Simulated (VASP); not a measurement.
# ZnCu2SnS4 (I-4) in VASP: single point with PBE

Aim: the single point of ZnCu2SnS4 with PBE.

All numbers are computed with VASP 6.6.1; they aren't measurements. Logs are shortened: lines on timing, memory, paths and dates and some standing lists are left out, and cuts for length are marked.

### 1 Starting point

Symmetry: I-4, No. 82, tetragonal system. The conventional cell has a = 5.434 Å, b = 5.434 Å, c = 10.850 Å, α = 90.00°, β = 90.00°, γ = 90.00°. Around Zn (site symmetry -4) lie 4 S at 2.33 Å. Cu (site symmetry -4) is surrounded by 4 S at 2.33 Å. Around Cu (site symmetry -4) lie 4 S at 2.33 Å. Sn (site symmetry -4) is surrounded by 4 S at 2.41 Å. S (site symmetry 1) has 1 Zn at 2.33 Å and 2 Cu at 2.33 Å and 1 Sn at 2.41 Å as nearest neighbours.

### 2 Single point, PBE

Contents of INCAR:

```
PREC = Accurate
ENCUT = 520
EDIFF = 1E-6
ISMEAR = -1
SIGMA = 0.1
LREAL = F
LASPH = T
NELM = 100
ALGO = Fast
ISIF = 2
LWAVE = F
LCHARG = F
GGA = PE
NBANDS = 46
```

Contents of KPOINTS:

```
regular mesh
0
Gamma
  4 4 4
```

Contents of POSCAR:

```
ZnCu2SnS4
1.0
   -2.7171000000      2.7171000000      5.4248000000
    2.7171000000     -2.7171000000      5.4248000000
    2.7171000000      2.7171000000     -5.4248000000
Zn Cu Sn S
1 2 1 4
Direct
    0.2500000000      0.7500000000      0.5000000000
    0.0000000000      0.0000000000      0.0000000000
    0.7500000000      0.2500000000      0.5000000000
    0.5000000000      0.5000000000      0.0000000000
    0.3716100000      0.8844100000      0.9996000000
    0.1155900000      0.1151900000      0.4872000000
    0.8848100000      0.3720100000      0.0004000000
    0.6279900000      0.6283900000      0.5128000000
```

Potentials or basis: VASP PAW PBE potentials, release 64 (Zn, Cu, Sn_d, S).

On the command line:

```console
> cat potpaw_PBE.64/Zn/POTCAR potpaw_PBE.64/Cu/POTCAR potpaw_PBE.64/Sn_d/POTCAR potpaw_PBE.64/S/POTCAR > POTCAR
> mpirun -np 1 vasp_std > vasp.out
```

OUTCAR:

```text
PREC = Accurate
   ENCUT = 520
   EDIFF = 1E-6
   ISMEAR = -1
   LREAL = F
   LASPH = T
   NELM = 100
   ISIF = 2
   GGA = PE

 ion  position               nearest neighbor table
   1  0.250  0.750  0.500-   8 2.33   7 2.33   6 2.33   5 2.33
   2  0.000  0.000  0.000-   5 2.33   8 2.33   7 2.33   6 2.33
   3  0.750  0.250  0.500-   7 2.33   6 2.33   5 2.33   8 2.33
   4  0.500  0.500  0.000-   8 2.41   7 2.41   6 2.41   5 2.41
   5  0.372  0.884  1.000-   1 2.33   2 2.33   3 2.33   4 2.41
   6  0.116  0.115  0.487-   1 2.33   2 2.33   3 2.33   4 2.41
   7  0.885  0.372  0.000-   1 2.33   2 2.33   3 2.33   4 2.41
   8  0.628  0.628  0.513-   1 2.33   2 2.33   3 2.33   4 2.41

  LATTYP: Found a body centered tetragonal cell.
 ALAT       =     5.4342000000
 C/A-ratio  =     1.9965404291

  Lattice vectors:

 A1 = (  -2.7171000000,   2.7171000000,   5.4248000000)
 A2 = (   2.7171000000,  -2.7171000000,   5.4248000000)
 A3 = (   2.7171000000,   2.7171000000,  -5.4248000000)

Analysis of symmetry for initial positions (statically):
=====================================================================
 Subroutine PRICEL returns:
 Original cell was already a primitive cell.

 Routine SETGRP: Setting up the symmetry group for a
 body centered tetragonal supercell.

 Subroutine GETGRP returns: Found  4 space group operations
 (whereof  4 operations were pure point group operations)
 out of a pool of 16 trial point group operations.

The static configuration has the point symmetry S_4 .

Analysis of symmetry for dynamics (positions and initial velocities):
=====================================================================
 Subroutine PRICEL returns:
 Original cell was already a primitive cell.

 Routine SETGRP: Setting up the symmetry group for a
 body centered tetragonal supercell.

 Subroutine GETGRP returns: Found  4 space group operations
 (whereof  4 operations were pure point group operations)
 out of a pool of 16 trial point group operations.

The dynamic configuration has the point symmetry S_4 .

 Subroutine INISYM returns: Found  4 space group operations
 (whereof  4 operations are pure point group operations),
 and found     1 'primitive' translations

----------------------------------------------------------------------------------------

                                     Primitive cell

  volume of cell :     160.1972

  direct lattice vectors                    reciprocal lattice vectors
    -2.717100000  2.717100000  5.424800000     0.000000000  0.184019727  0.092169297
     2.717100000 -2.717100000  5.424800000     0.184019727  0.000000000  0.092169297
     2.717100000  2.717100000 -5.424800000     0.184019727  0.184019727  0.000000000

  length of vectors
     6.647835728  6.647835728  6.647835728     0.205811659  0.205811659  0.260243194

  position of ions in fractional coordinates (direct lattice)
     0.250000000  0.750000000  0.500000000
     0.000000000  0.000000000  0.000000000
     0.750000000  0.250000000  0.500000000
     0.500000000  0.500000000  0.000000000
     0.371610000  0.884410000  0.999600000
     0.115590000  0.115190000  0.487200000
     0.884810000  0.372010000  0.000400000
     0.627990000  0.628390000  0.512800000

  ion indices of the primitive-cell ions
   primitive index   ion index
                 1           1
                 2           2
                 3           3
                 4           4
                 5           5
                 6           6
                 7           7
                 8           8

----------------------------------------------------------------------------------------

 KPOINTS: regular mesh

Automatic generation of k-mesh.
 Grid dimensions read from file:
 generate k-points for:    4    4    4

 Generating k-lattice:

  Cartesian coordinates                     Fractional coordinates (reciprocal lattice)
     0.000000000  0.046004932  0.023042324     0.250000000 -0.000000000  0.000000000
     0.046004932  0.000000000  0.023042324    -0.000000000  0.250000000  0.000000000
     0.046004932  0.046004932  0.000000000     0.000000000  0.000000000  0.250000000

  Length of vectors
     0.051452915  0.051452915  0.065060798

  Shift w.r.t. Gamma in fractional coordinates (k-lattice)
     0.000000000  0.000000000  0.000000000

 Subroutine IBZKPT returns following result:
 ===========================================

 Found     14 irreducible k-points:

 Following reciprocal coordinates:
            Coordinates               Weight
  0.000000  0.000000  0.000000      1.000000
  0.250000 -0.000000  0.000000      8.000000
  0.500000 -0.000000  0.000000      4.000000
  0.250000  0.250000  0.000000      8.000000
  0.500000  0.250000  0.000000      8.000000
  0.500000 -0.250000 -0.250000      8.000000
 -0.250000  0.250000  0.000000      4.000000
  0.500000  0.500000  0.000000      2.000000
  0.250000  0.250000  0.250000      2.000000
 -0.250000  0.250000  0.250000      4.000000
  0.500000  0.500000  0.250000      4.000000
 -0.250000  0.500000  0.250000      8.000000
 -0.250000 -0.250000  0.250000      2.000000
  0.500000  0.500000  0.500000      1.000000
   k-points           NKPTS =     14   k-points in BZ     NKDIM =     14   number of bands    NBANDS=     46
   number of dos      NEDOS =    301   number of ions     NIONS =      8
   total plane-waves  NPLWV = 125000
   dimension x,y,z NGX =    50 NGY =   50 NGZ =   50
   dimension x,y,z NGXF=   100 NGYF=  100 NGZF=  100
   ions per type =               1   2   1   4
   NGX,Y,Z   is equivalent  to a cutoff of  12.50, 12.50, 12.50 a.u.
   NGXF,Y,Z  is equivalent  to a cutoff of  25.01, 25.01, 25.01 a.u.
 SYSTEM =  unknown system
   PREC   = accura    normal or accurate (medium, high low for compatibility)
   ISTART =      0    job   : 0-new  1-cont  2-samecut
   ICHARG =      2    charge: 1-file 2-atom 10-const
   ISPIN  =      1    spin polarized calculation?
   LNONCOLLINEAR =      F non collinear calculations
   LSORBIT =      F    spin-orbit coupling
   LASPH  =      T    aspherical Exc in radial PAW
   ENCUT  =  520.0 eV  38.22 Ry    6.18 a.u.  12.36 12.36 12.36*2*pi/ulx,y,z
   NELM   =    100;   NELMIN=  2; NELMDL= -5     # of ELM steps
   EDIFF  = 0.1E-05   stopping-criterion for ELM
   LREAL  =      F    real-space projection
   EDIFFG = 0.1E-04   stopping-criterion for IOM
   NSW    =      0    number of steps for IOM
   IBRION =     -1    ionic relax: 0-MD 1-quasi-New 2-CG
   NFREE  =      0    steps in history (QN), initial steepest desc. (CG)
   ISIF   =      2    stress and relaxation
   ISYM   =      2    0-nonsym 1-usesym 2-fastsym
   POTIM  = 0.5000    time-step for ionic-motion
   TEBEG  =    0.0;   TEEND  =   0.0 temperature during run
   PSTRESS=    0.0 pullay stress
   NELECT =      72.0000    total number of electrons
   NUPDOWN=      -1.0000    fix difference up-down
   EMIN   =  10.00;   EMAX   =-10.00  energy-range for DOS
   EFERMI =   0.00;   METHOD = LEGACY
   ISMEAR =    -1;   SIGMA  =   0.10  broadening in eV -4-tet -1-fermi 0-gaus
   EFERMI_NEDOS =   21; number of points for ismear=-14 and -15
   IALGO  =     68    algorithm
   IMIX   =      4    mixing-type and parameters
     AMIX     =   0.40;   BMIX     =  1.00
     AMIX_MAG =   1.60;   BMIX_MAG =  1.00
  volume/ion in A,a.u.               =      20.02       135.13
  Fermi-wavevector in a.u.,A,eV,Ry     =   1.254009  2.369734 21.395688  1.572539
  Thomas-Fermi vector in A             =   2.387835
   LORBIT       =      0    0 simple, 1 ext, 2 COOP (PROOUT), +10 PAW based schemes
   GGA     = PE    functional components
   LHFCALC =     F    Hartree Fock is set to
   AEXX    =    0.0000 exact exchange contribution
   IVDW    =     0    specifies the selected vdW correction
   LEPSILON=     F    determine dielectric tensor
   LRPA    =     F    only Hartree local field effects (RPA)
 non-spin polarized calculation
 RMM-DIIS sequential band-by-band and
  energy-cutoff  :      520.00
  volume of cell :      160.20
 maximum number of plane-waves:      4333
 NGX is ok and might be reduce to    50
   NGX = 25   NGY = 25   NGZ = 25

 number of electron      72.0000010 magnetization

 Free energy of the ion-electron system (eV)
  ---------------------------------------------------
  ext. energy  EPLUGINS =         0.00000000
  ---------------------------------------------------
  free energy    TOTEN  =       -32.51385637 eV

  energy without entropy =      -32.50600862  energy(sigma->0) =      -32.50993249

 E-fermi :   5.1174     XC(G=0):  -9.7838

 val. band max:        4.8646619255   @ k =   0.0000   0.0000   0.0000
 cond. band min:       5.1873695285   @ k =   0.0000   0.0000   0.0000
 fundamental gap:      0.3227076030
 Fermi energy:         5.1173630216

 k-point     1 :       0.0000    0.0000    0.0000
  band No.  band energies     occupation
      1     -17.4231      2.00000
      2     -17.4189      2.00000
      3     -17.4189      2.00000
      4     -17.3307      2.00000
      5     -17.3229      2.00000
      6      -9.6964      2.00000
[... 38 lines left out ...]
     45      10.0965      0.00000
     46      10.4577      0.00000

 k-point     2 :       0.2500   -0.0000    0.0000
  band No.  band energies     occupation
      1     -17.4234      2.00000
      2     -17.4191      2.00000
      3     -17.4188      2.00000
      4     -17.3305      2.00000
      5     -17.3227      2.00000
      6      -9.4981      2.00000
[... 38 lines left out ...]
     45      10.4226      0.00000
     46      10.7236      0.00000

 k-point     3 :       0.5000   -0.0000    0.0000
  band No.  band energies     occupation
      1     -17.4236      2.00000
      2     -17.4193      2.00000
      3     -17.4188      2.00000
      4     -17.3302      2.00000
      5     -17.3226      2.00000
      6      -9.1477      2.00000
[... 528 lines left out ...]
     45      10.5227      0.00000
     46      10.5229      0.00000

 k-point    14 :       0.5000    0.5000    0.5000
  band No.  band energies     occupation
      1     -17.4232      2.00000
      2     -17.4186      2.00000
      3     -17.4186      2.00000
      4     -17.3308      2.00000
      5     -17.3228      2.00000
      6      -9.2265      2.00000
[... 38 lines left out ...]
     45      11.5420      0.00000
     46      11.6156      0.00000

------------------------ aborting loop because EDIFF is reached ----------------------------------------

  FORCE on cell =-STRESS in cart. coord.  units (eV):
  Direction    XX          YY          ZZ          XY          YZ          ZX
  --------------------------------------------------------------------------------------
  -------------------------------------------------------------------------------------
  Total        2.1938638      2.1938638      2.0852344      0.0000001      0.0000000     -0.0000000
  in kB       21.9414474     21.9414474     20.8550146      0.0000006      0.0000000     -0.0000000
  external PRESSURE =      21.5793031 kB  Pullay stress =       0.0000000 kB

 VOLUME and BASIS-vectors are now :
 -----------------------------------------------------------------------------
  energy-cutoff  :      520.00
  volume of cell :      160.20
      direct lattice vectors                 reciprocal lattice vectors
    -2.717100000  2.717100000  5.424800000     0.000000000  0.184019727  0.092169297
     2.717100000 -2.717100000  5.424800000     0.184019727  0.000000000  0.092169297
     2.717100000  2.717100000 -5.424800000     0.184019727  0.184019727  0.000000000

 POSITION                                       TOTAL-FORCE (eV/Angst)
 -----------------------------------------------------------------------------------
      2.71710      0.00000      2.71240         0.000000      0.000000     -0.000000
      0.00000      0.00000      0.00000         0.000000      0.000000     -0.000000
      0.00000      2.71710      2.71240         0.000000      0.000000      0.000000
      0.00000      0.00000      5.42480         0.000000      0.000000      0.000000
      4.10934      1.32268      1.39103         0.531667     -0.141944      0.184825
      1.32268      1.32486     -1.39103        -0.141944     -0.531667     -0.184825
     -1.39224      1.39442      6.81583        -0.531667      0.141944      0.184825
      1.39442      1.39224      4.03377         0.141944      0.531667     -0.184825
 -----------------------------------------------------------------------------------
    total drift:                                0.000011      0.000011      0.000014

  FREE ENERGIE OF THE ION-ELECTRON SYSTEM (eV)
  ---------------------------------------------------
  free  energy   TOTEN  =       -32.5138563715 eV

  energy  without entropy=      -32.5060086171  energy(sigma->0) =      -32.50993249
```

Run time: 3.4 min. Hardware: 1 thread of Intel Xeon Platinum 8488C (Sapphire Rapids), shared host; peak memory 0.41 GiB.

Results:

* Free energy: -32.5139 eV
* Pressure: 2.2 GPa
* Largest force: 0.580 eV/Å
* Band gap on the k mesh: 0.32 eV, direct

Forces on the atoms (eV/Å):
```
Zn   0.000  0.000  0.000
Cu   0.000  0.000  0.000
Cu   0.000  0.000  0.000
Sn   0.000  0.000  0.000
S    0.532 -0.142  0.185
S   -0.142 -0.532 -0.185
S   -0.532  0.142  0.185
S    0.142  0.532 -0.185
```

Caveat: spin-orbit coupling is left out, which moves the levels of the heavy elements.
